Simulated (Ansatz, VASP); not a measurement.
# Cross-check of BN (BN (F-43m)) between VASP and Ansatz

One calculation is typed for both programs; each brings its own data sets. How far apart do they land? The cell is taken from a series of runs on this material, whose earlier steps may have relaxed, scaled, displaced or heated it; both programs get it as it stands.

Program: Ansatz 0.2.0. Level of theory: plane waves, with VASP 6.6.1 beside it; single point at HSE06. Results are calculated unless marked as measured.

## Step 1: The starting structure

It takes space group F-43m (No. 216, cubic). The conventional cell has a = 3.581 Å, b = 3.581 Å, c = 3.581 Å, α = 90.00°, β = 90.00°, γ = 90.00°. Nearest to B lie 4 N at 1.55 Å. N has 4 B at 1.55 Å nearest. Farther neighbours and most contacts between anions are not listed.

Structure file:

```
B N
1.0
     3.58056    0.00000    0.00000
     0.00000    0.00000   -3.58056
     0.00000    3.58056    0.00000
B N
4 4
Direct
  0.00000 0.00000 0.00000
  0.00000 0.50000 0.50000
  0.50000 0.00000 0.50000
  0.50000 0.50000 0.00000
  0.25000 0.25000 0.75000
  0.25000 0.75000 0.25000
  0.75000 0.25000 0.25000
  0.75000 0.75000 0.75000
```

## Step 2: Ansatz: single point, HSE06

Ansatz runs on its default PAW (the set named soft_2) files.

With cell and atoms fixed, the geometry can't cause a difference; cores, projectors, grids and the points listed under the comparison can.

input.yaml reads:

```yaml
crystal:
  lattice:
    - [3.580561465, 0.0, 0.0]
    - [0.0, 0.0, -3.580561465]
    - [0.0, 3.580561465, 0.0]
  atoms:
    - { symbol: B, position: [0.0, 0.0, 0.0] }
    - { symbol: B, position: [0.0, 0.5, 0.5] }
    - { symbol: B, position: [0.5, 0.0, 0.5] }
    - { symbol: B, position: [0.5, 0.5, 0.0] }
    - { symbol: "N", position: [0.25, 0.25, 0.75] }
    - { symbol: "N", position: [0.25, 0.75, 0.25] }
    - { symbol: "N", position: [0.75, 0.25, 0.25] }
    - { symbol: "N", position: [0.75, 0.75, 0.75] }
basis:
  ecutwfc: 420.0
  ecutrho_ratio: 4
  xc_grid: 2
  fft_grid_basis: typed
  precision: f64
kpoints:
  mp_grid: { grid: [2, 2, 2] }
  band_path: { path: [VBM, CBM], npoints: 1 }
hamiltonian:
  xc: hse06
  pseudopotentials: { kind: paw }
scf:
  max_iter: 100
  occupations: { method: fermi_dirac, width: 0.01 }
output:
  forces: true
checkpoint:
  write: "../host.point.run"
  compress: false
  write_wavefunctions: true
  write_every: 100000
```

Run with:

```sh
> ansatz run input.yaml --threads 4 --pin off --max-ram 11304MiB --backend cpu --events-out ev --progress --plain --runs-dir out
```

Numbers of over 12 decimals in the logs are rounded to 6 here.

The program printed:

```text
exact exchange: scf.exx.singularity resolves to wigner_seitz, which cuts the screened interaction at the faces of the exchange supercell's Wigner-Seitz cell, so that each pair interacts once, at the shortest of its separations (the periodic images that this leaves out come, for a point-like exchange hole, to about 0.119 eV on a filled level). The cut falls within the interaction's reach, and what an exchange supercel [...]
Engine: ansatz 0.2.0, aarch64-unknown-linux-gnu
Pseudopotentials: kind: paw
Pseudopotential: B, paw, valence charge 3, recommended cutoff 420 eV (normal), B.paw.azcp
Pseudopotential: N, paw, valence charge 5, recommended cutoff 420 eV (normal), N.paw.azcp
Functional definition: HSE06
  parameter a = 0.25
  parameter omega = 0.11/bohr
  exchange = pbe_x - a*pbe_x_sr(omega) + a*exact_x_sr(omega)
  correlation = pbe_c
Crystal: 8 atoms, lattice volume = 45.904 Å³
Basis set: ecut = 420 eV, 895 PW (Γ), exchange–correlation on 48×48×48 points (8 copies of the dense FFT grid, shifted against one another)
Bands: 24, of which v1, the nominal top of the filled ones, is band 16 counted from 1 (15 counted from 0)
Symmetry: 96 space group operations
Space group: F-43m (ITA 216), of the structure as read, at distance tolerance 3.6e-5 Å
k-points: 4 of 8
Non-local potential: B, projectors of the file, l = 0: 2, l = 1: 2, l = 2: 1
Non-local potential: N, projectors of the file, l = 0: 2, l = 1: 2, l = 2: 1
PAW form: soft (Blöchl's): semilocal exchange-correlation on the pseudo side does not see the compensation charge
PAW frozen core: B, regenerated for the run's functional, and the local potential with it (the file was generated under x = pbe(κ = 0.804, μ = 0.219515), c = pbe(β = 0.066725))
PAW frozen core: N, regenerated for the run's functional, and the local potential with it (the file was generated under x = pbe(κ = 0.804, μ = 0.219515), c = pbe(β = 0.066725))
PAW one-centre angular grid: B, 110 points (default); XC on 64 Gauss nodes
PAW one-centre angular grid: N, 110 points (default); XC on 64 Gauss nodes
Initial density: superposition of atomic densities (neutral atoms: chi_scale 0, normalization atom), corrected by the library's trained network
Initial wavefunctions: pseudopotential atomic-orbital guess
Functional: x = pbe(κ = 0.804, μ = 0.219515), c = pbe(β = 0.066725), warm-up for x = pbe(κ = 0.804, μ = 0.219515) + 0.25 (exact − pbe) at short range (hse, ω = 0.207870 Å⁻¹), c = pbe(β = 0.066725); HSE06 as pw.x's `hse` composes it (authors' and Libxc's form: `xc: wpbeh`)
SCF iter   1: F=—  HF=-2168.687425 eV  |F-HF|=—  |Δ(HF+E_count)|=         —  Δρ=4.12e-3  dr2=6.67e-3  ethr=1.77e-3  ⟨swp⟩=5.2  Hψ=430  notcnv=0
preconditioner: auto → none  [insulator: Δε(μ)=4.491 eV  Ē_g=18.427 eV  σ=0.010 eV  W_gap=1.00  n_scr=18 (ndim 8)  ℏωp=31.0 eV  f_vac=0.000  D(μ)=0.00/eV (n_scr^D=0)]
iter 2 solved again at ethr=1.66e-6 eV; its pass at ethr=2.08e-5 eV (dr2=5.31e-4 eV) is discarded
SCF iter   2: F=-2168.687118 eV  HF=-2168.686952 eV  |F-HF|=1.66e-4  |Δ(HF+E_count)|=   4.73e-4  Δρ=1.67e-3  dr2=5.39e-4  ethr=1.66e-6  ⟨swp⟩=2.5  Hψ=482  notcnv=0  defer=3
SCF 1 stopped early in 2 iterations: F = -2168.687118 eV  dr2 = 5.39e-4
  greatest PAW one-centre occupation: 0.788 electrons in one spin orbital (limit 2), on the N atom at site 7 (counted from 0), in its partial waves of l = 0
Initial density: handed on by an earlier stage of this run
Initial wavefunctions: those handed on with the density
Functional: x = pbe(κ = 0.804, μ = 0.219515) + 0.25 (exact − pbe) at short range (hse, ω = 0.207870 Å⁻¹), c = pbe(β = 0.066725); HSE06 as pw.x's `hse` composes it (authors' and Libxc's form: `xc: wpbeh`)
Exchange kernel: α = 0.2500, screened, ω = 0.2079 Å⁻¹, Wigner–Seitz truncation, v(0) = 705.9156 eV·Å³, q-mesh 2×2×2, nearest image of the exchange supercell L = 7.16 Å, pair-density grid 18×18×18, without the augmentation charges, whose exchange is taken in its separable form by FFT convolution over the k-point mesh (sized by the pseudopotential files, 24×24×24 at the most), smooth part of the exact exchange by density-matrix convolution
Frozen-core exchange: fock
SCF iter   1: F=—  HF=-2169.486192 eV  |F-HF|=—  |Δ(HF+E_count)|=         —  Δρ=9.79e-3  dr2=1.81e-2  ethr=1.68e-5  ⟨swp⟩=5.2  Hψ=419  notcnv=0
preconditioner: auto → none  [insulator: Δε(μ)=5.792 eV  Ē_g=20.881 eV  σ=0.010 eV  W_gap=1.00  n_scr=18 (ndim 8)  ℏωp=31.0 eV  f_vac=0.000  D(μ)=0.00/eV (n_scr^D=0)]
SCF iter   2: F=—  HF=-2169.479485 eV  |F-HF|=—  |Δ(HF+E_count)|=   6.71e-3  Δρ=4.39e-3  dr2=3.52e-3  ethr=1.68e-5  ⟨swp⟩=3.0  Hψ=229  notcnv=0
SCF iter   3: F=—  HF=-2169.486446 eV  |F-HF|=—  |Δ(HF+E_count)|=   6.96e-3  Δρ=8.68e-4  dr2=2.36e-4  ethr=9.38e-6  ⟨swp⟩=3.2  Hψ=238  notcnv=0  defer=1
SCF iter   4: F=—  HF=-2169.486386 eV  |F-HF|=—  |Δ(HF+E_count)|=   6.01e-5  Δρ=3.15e-4  dr2=3.52e-5  ethr=6.86e-7  ⟨swp⟩=3.0  Hψ=224  notcnv=0
SCF iter   5: F=-2169.486375 eV  HF=-2169.486375 eV  |F-HF|=1.39e-7  |Δ(HF+E_count)|=   1.15e-5  Δρ=5.89e-5  dr2=4.75e-6  ethr=9.71e-8  ⟨swp⟩=3.0  Hψ=207  notcnv=0
SCF 2 stopped early in 5 iterations: F = -2169.486375 eV  dr2 = 4.75e-6
  greatest PAW one-centre occupation: 0.791 electrons in one spin orbital (limit 2), on the N atom at site 7 (counted from 0), in its partial waves of l = 0
hybrid outer 1: dexx = +9.013e-3 eV, tail = 3.05e-5 eV
Exchange kernel: α = 0.2500, screened, ω = 0.2079 Å⁻¹, Wigner–Seitz truncation, v(0) = 705.9156 eV·Å³, q-mesh 2×2×2, nearest image of the exchange supercell L = 7.16 Å, pair-density grid 18×18×18, without the augmentation charges, whose exchange is taken in its separable form by FFT convolution over the k-point mesh (sized by the pseudopotential files, 24×24×24 at the most), smooth part of the exact exchange by density-matrix convolution
Frozen-core exchange: fock
SCF iter   1: F=—  HF=-2169.486545 eV  |F-HF|=—  |Δ(HF+E_count)|=         —  Δρ=7.65e-5  dr2=1.68e-6  ethr=4.77e-7  ⟨swp⟩=4.0  Hψ=225  notcnv=0
preconditioner: auto → none  [insulator: Δε(μ)=5.833 eV  Ē_g=20.885 eV  σ=0.010 eV  W_gap=1.00  n_scr=18 (ndim 8)  ℏωp=31.0 eV  f_vac=0.000  D(μ)=0.00/eV (n_scr^D=0)]
SCF iter   2: F=—  HF=-2169.486544 eV  |F-HF|=—  |Δ(HF+E_count)|=   3.82e-7  Δρ=1.70e-5  dr2=1.07e-7  ethr=4.90e-9  ⟨swp⟩=3.0  Hψ=210  notcnv=0
SCF iter   3: F=-2169.486544 eV  HF=-2169.486544 eV  |F-HF|=1.99e-8  |Δ(HF+E_count)|=   1.49e-8  Δρ=9.39e-6  dr2=6.38e-8  ethr=1.81e-10  ⟨swp⟩=3.2  Hψ=242  notcnv=0
SCF 3 converged in 3 iterations: F = -2169.486544 eV  dr2 = 6.38e-8
  Residual-converged pass: ⟨swp⟩=2.0  Hψ=156  notcnv=0  max |occ|·‖R‖ = 6.4e-6 eV (tolerance 6.7e-6 eV)  dr2=6.40e-8  dr2_onsite=2.05e-9  max |Δocc| = 0.0e0
hybrid outer 2: dexx = +5.812e-7 eV, tail = 1.38e-7 eV, Δε = 1.70e-3 eV (about 1.34e-4 eV left of the loop's levels)
NSCF: frozen V_eff on 20 k-points
NSCF: frozen V_eff on 20 k-points
[...]
hybrid SCF converged: 2 outer / 8 inner (+2 warm-up), last move |dexx| = 5.81e-7 eV, tail = 1.38e-7 eV
Stability not checked: this state was not tested for a lower state beside it, because the functional holds exact exchange (a hybrid, or Hartree-Fock), whose exchange loop this test does not read (fock_operator; see scf.lower_state_search)
Free energy (F): -2169.486545 eV
Frozen-core exchange: fock
Harris-Foulkes:  -2169.486545 eV  (|F-HF|=1.99e-8)
Internal energy: -2169.486545 eV  (E = F + TS)
E sigma→0 (E₀):  -2169.486545 eV
Fermi energy:    13.709087 eV
--- Per-component energies (eV) ---
  E_band       = 66.122926
  E_kinetic    = 750.839924
  E_local      = -687.329053  (includes V_loc(G=0)·N_el)
  E_nonlocal   = 222.833234
  E_hartree    = 194.300909
  E_xc         = -303.995736
  E_vxc        = -374.429166  (∫ρ·V_xc dr)
  E_exx        = -78.886181  (= α·E_x^exact, valence–valence)
  E_paw        = -819.784589  (= ΣΔE_a)
  E_vpaw       = -76.627492  (= ΣTr[D̂ρ^β])
  E_aug_tail   = 0.000411  (compensation charges beyond the density's cutoff)
  E_ewald      = -1447.326651
  E_core_change = -0.138813  (= ΣΔE_core)
  E_smearing   = -0.000000  (= −TS)
  E_closure    = 0.000001  (closes the sum)
  Σ components = -2169.486545   (vs F -2169.486545, Δ=-4.55e-13)
--- Forces (eV/Å), atoms counted from 1 ---
  atom   1  B      0.00000000     0.00000000     0.00000000
  atom   2  B      0.00000000     0.00000000    -0.00000000
  atom   3  B      0.00000000    -0.00000000    -0.00000000
  atom   4  B      0.00000000     0.00000000    -0.00000000
  atom   5  N     -0.00000000    -0.00000000     0.00000000
  atom   6  N     -0.00000000    -0.00000000     0.00000000
  atom   7  N     -0.00000000    -0.00000000     0.00000000
  atom   8  N     -0.00000000    -0.00000000    -0.00000000
  max |Σ_I F_I| component: 3.50e-22 eV/Å
--- Band table (eV) ---
  k-point 0: bands = [... 12 lower, 5.3278, 10.7925, 10.7925, 10.7925, 16.6256, 16.6256, 16.6256, 21.5174, ... 1 higher]
  k-point 1: bands = [... 12 lower, 7.4574, 7.4574, 7.4574, 7.4574, 19.2525, 19.2525, 22.1638, 22.1638, ... 1 higher]
  k-point 2: bands = [... 12 lower, 8.4728, 8.4728, 8.4728, 8.4728, 22.3609, 22.3609, 22.3609, 22.3609, ... 1 higher]
  k-point 3: bands = [... 12 lower, 8.6354, 8.6354, 8.6354, 8.6354, 23.0473, 23.0473, 23.0473, 23.0473, ... 1 higher]
  guard bands above this table: 3 of the run's 24 bands. The solve was not asked for them (output.publish_guard_bands: true or output.eigenvalues: true publishes all)
```

In the SCF lines HF is the Harris–Foulkes energy and dr2 the Hartree energy of the density residual, in eV; the loop may stop once dr2 is under the threshold and the program's other checks hold. Hψ counts applications of the Hamiltonian.

## Step 3: VASP: single point, HSE06

The same cell, functional, mesh and smearing now go to VASP, with its own data sets.

Lines of VASP's logs that name or quote its potential files are left out, and so is its time.

The run reads the wave functions of an earlier VASP run, which isn't shown here.

INCAR reads:

```
SYSTEM = BN
PREC = Accurate
ENCUT = 520
EDIFF = 1E-06
NELM = 100
ISMEAR = -1
SIGMA = 0.01
LREAL = .FALSE.
ALGO = Normal
LHFCALC = .TRUE.
AEXX = 0.25
GGA = PE
HFSCREEN = 0.208
LASPH = .TRUE.
NBANDS = 24
PRECFOCK = Fast
LORBIT = 11
LWAVE = .FALSE.
LCHARG = .FALSE.
ISIF = 2
```

POSCAR reads:

```
BN
1.0
    3.5805614650      0.0000000000      0.0000000000
    0.0000000000      0.0000000000     -3.5805614650
    0.0000000000      3.5805614650      0.0000000000
B N
4 4
Direct
    0.0000000000      0.0000000000      0.0000000000
    0.0000000000      0.5000000000      0.5000000000
    0.5000000000      0.0000000000      0.5000000000
    0.5000000000      0.5000000000      0.0000000000
    0.2500000000      0.2500000000      0.7500000000
    0.2500000000      0.7500000000      0.2500000000
    0.7500000000      0.2500000000      0.2500000000
    0.7500000000      0.7500000000      0.7500000000
```

KPOINTS reads:

```
Automatic mesh
0
Gamma
2 2 2
0 0 0
```

The projector-augmented-wave data sets are B and N (PBE family, release 64).

Run with:

```sh
> export OMP_NUM_THREADS=4
> mpirun -np 1 vasp_std
```

The program printed:

```text
[banner, memory and clock lines left out]
running    1 mpi-ranks, on    1 nodes
 distrk:  each k-point on    1 cores,    1 groups
 distr:  one band on    1 cores,    1 groups
 Offloading initialized ...    1 GPUs detected
 POSCAR found type information on POSCAR B N
 POSCAR found :  2 types and       8 ions
 LDA part: xc-table for (Slater+PW92), standard interpolation
 found WAVECAR, reading the header
 POSCAR, INCAR and KPOINTS ok, starting setup
 FFT: planning ... GRIDC
 FFT: planning ... GRID_SOFT
 FFT: planning ... GRID
 reading WAVECAR
 the WAVECAR file was read successfully
 initial charge from wavefunction
 entering main loop
       N       E                     dE             d eps       ncg     rms          rms(c)
DAV:   1    -0.811494634192E+02   -0.81149E+02   -0.91082E-01   200   0.763E+00    0.917E-01
DAV:   2    -0.811531697960E+02   -0.37064E-02   -0.11665E-02   216   0.688E-01    0.596E-01
DAV:   3    -0.811510046485E+02    0.21651E-02   -0.10228E-03   224   0.229E-01    0.332E-01
DAV:   4    -0.811504473467E+02    0.55730E-03   -0.50667E-04   216   0.146E-01    0.187E-01
DAV:   5    -0.811502974302E+02    0.14992E-03   -0.11019E-04   216   0.719E-02    0.104E-01
DAV:   6    -0.811502503238E+02    0.47106E-04   -0.30026E-05   240   0.401E-02    0.561E-02
DAV:   7    -0.811502371113E+02    0.13212E-04   -0.89504E-06   240   0.222E-02    0.304E-02
DAV:   8    -0.811502333877E+02    0.37236E-05   -0.19946E-06   192   0.113E-02    0.170E-02
DAV:   9    -0.811502323763E+02    0.10114E-05   -0.63880E-07   168   0.664E-03    0.958E-03
DAV:  10    -0.811502320958E+02    0.28053E-06   -0.18720E-07   136   0.362E-03
   1 F= -.81150232E+02 E0= -.81150232E+02  d E =-.277413E-11
```

From OUTCAR (step 3):

```text
ion  position               nearest neighbor table
   1  0.000  0.000  0.000-   5 1.55   6 1.55   7 1.55   8 1.55
   2  0.000  0.500  0.500-   5 1.55   6 1.55   7 1.55   8 1.55
   3  0.500  0.000  0.500-   5 1.55   6 1.55   7 1.55   8 1.55
   4  0.500  0.500  0.000-   5 1.55   6 1.55   7 1.55   8 1.55
   5  0.250  0.250  0.750-   1 1.55   2 1.55   3 1.55   4 1.55
   6  0.250  0.750  0.250-   1 1.55   2 1.55   3 1.55   4 1.55
   7  0.750  0.250  0.250-   1 1.55   2 1.55   3 1.55   4 1.55
   8  0.750  0.750  0.750-   1 1.55   2 1.55   3 1.55   4 1.55

  LATTYP: Found a simple cubic cell.
 ALAT       =     3.5805614650

 Subroutine GETGRP returns: Found 24 space group operations
 (whereof 24 operations were pure point group operations)

The static configuration has the point symmetry T_d .

 Found      4 irreducible k-points:

   k-points           NKPTS =      4   k-points in BZ     NKDIM =      8   number of bands    NBANDS=     24

   dimension x,y,z NGX =    28 NGY =   28 NGZ =   28
   dimension x,y,z NGXF=    56 NGYF=   56 NGZF=   56

   ENCUT  =  520.0 eV  38.22 Ry    6.18 a.u.   6.66  6.66  6.66*2*pi/ulx,y,z

   NELECT =      32.0000    total number of electrons

 k-points in reciprocal lattice and weights: Automatic mesh
   0.00000000  0.00000000  0.00000000       0.125
   0.50000000  0.00000000  0.00000000       0.375
   0.50000000  0.50000000  0.00000000       0.375
   0.50000000  0.50000000  0.50000000       0.125

  exchange ACFDT corr.  =         0.00000000  see jH, gK, PRB 81, 115126

 average (electrostatic) potential at core
       1 -21.1515       2 -21.1516       3 -21.1516       4 -21.1516       5 -54.9217
       6 -54.9217       7 -54.9217       8 -54.9217

 E-fermi :   7.1293

 k-point     1 :       0.0000    0.0000    0.0000
  band No.  band energies     occupation
    ...
     12       1.4270      2.00000
     13       1.4270      2.00000
     14       6.8795      2.00000
     15       6.8796      2.00000
     16       6.8796      2.00000
     17      12.7492      0.00000
     18      12.7492      0.00000
     19      12.7492      0.00000
     20      17.6345      0.00000
     21      17.6345      0.00000
    ...

 k-point     2 :       0.5000    0.0000    0.0000
  band No.  band energies     occupation
    ...
     12       2.4948      2.00000
     13       3.5487      2.00000
     14       3.5487      2.00000
     15       3.5487      2.00000
     16       3.5487      2.00000
     17      15.3755      0.00000
     18      15.3755      0.00000
     19      18.2879      0.00000
     20      18.2879      0.00000
     21      20.4827      0.00000
    ...

 k-point     3 :       0.5000    0.5000    0.0000
  band No.  band energies     occupation
    ...
     12       0.6805      2.00000
     13       4.5660      2.00000
     14       4.5660      2.00000
     15       4.5660      2.00000
     16       4.5660      2.00000
     17      18.4806      0.00000
     18      18.4806      0.00000
     19      18.4806      0.00000
     20      18.4806      0.00000
     21      21.3431      0.00000
    ...

  Total        1.8582835      1.8582835      1.8582835      0.0000000      0.0000000     -0.0000000
  in kB       64.8588378     64.8588378     64.8588378      0.0000000      0.0000000     -0.0000000
  external PRESSURE =      64.8588378 kB  Pullay stress =       0.0000000 kB

  energy-cutoff  :      520.00
  volume of cell :       45.90
      direct lattice vectors                 reciprocal lattice vectors
     3.580561465  0.000000000  0.000000000     0.279285807 -0.000000000  0.000000000
     0.000000000  0.000000000 -3.580561465     0.000000000  0.000000000 -0.279285807
     0.000000000  3.580561465  0.000000000    -0.000000000  0.279285807  0.000000000

 POSITION                                       TOTAL-FORCE (eV/Angst)
 -----------------------------------------------------------------------------------
      0.00000      0.00000      0.00000        -0.000000      0.000000      0.000000
      0.00000      1.79028     -1.79028         0.000000     -0.000000     -0.000000
      1.79028      1.79028      0.00000        -0.000000      0.000000     -0.000000
      1.79028      0.00000     -1.79028        -0.000000      0.000000     -0.000000
      0.89514      2.68542     -0.89514         0.000000     -0.000000      0.000000
      0.89514      0.89514     -2.68542         0.000000      0.000000      0.000000
      2.68542      0.89514     -0.89514        -0.000000      0.000000     -0.000000
      2.68542      2.68542     -2.68542         0.000000     -0.000000     -0.000000
 -----------------------------------------------------------------------------------
    total drift:                                0.000004      0.000001     -0.000002

  FREE ENERGIE OF THE ION-ELECTRON SYSTEM (eV)
  ---------------------------------------------------
  free  energy   TOTEN  =       -81.1502320958 eV

  energy  without entropy=      -81.1502320958  energy(sigma->0) =      -81.15023210

 total charge
# of ion       s       p       d       tot
------------------------------------------
    1        0.686   1.390   0.000   2.076
    2        0.686   1.390   0.000   2.076
    3        0.686   1.390   0.000   2.076
    4        0.686   1.390   0.000   2.076
    5        1.218   2.811   0.000   4.030
    6        1.218   2.811   0.000   4.030
    7        1.218   2.811   0.000   4.030
    8        1.218   2.811   0.000   4.030
--------------------------------------------------
tot          7.619  16.805   0.000  24.423

[... 1 further part left out ...]
```

The run ends at a pressure of 6.49 GPa.

## Step 4: Comparison

Known differences besides the potentials themselves: exact exchange at q = 0 is treated differently, which shows on coarse meshes; VASP keeps PBE cores, Ansatz makes them for the functional; the cutoff is 420 eV in Ansatz and 520 eV in VASP; VASP takes a coarser grid for exact exchange (PRECFOCK = Fast). Total energies have different zeros and are not compared.

Compared:

```csv
quantity,Ansatz,VASP,difference
gap on the k mesh (eV),5.833,5.870,-0.037
```

A gap on the mesh is an upper bound, since the band edges may lie between its points.

## Step 5: Results

- difference in gap on the k mesh (single point, HSE06): -0.037 eV

What this shows: The difference in gap on the k mesh is -0.037 eV (single point, HSE06), within the 0.08 eV picked in this series as the mark of a large difference. How closely two codes agree says nothing of how well the functional describes the real material.

[Lines on the potential files, build, host, timing and source positions are cut from VASP's logs without a mark.]

[Logs are printed without paths, hosts, clocks, repeated set-up lines and the standing remarks that a program may print on its own settings, such as how far it seeks lower states.]

[Hosts, paths, dates, database ids (printed as entryN), source tags and the programs' standing remarks are cut or masked in the printed files.]
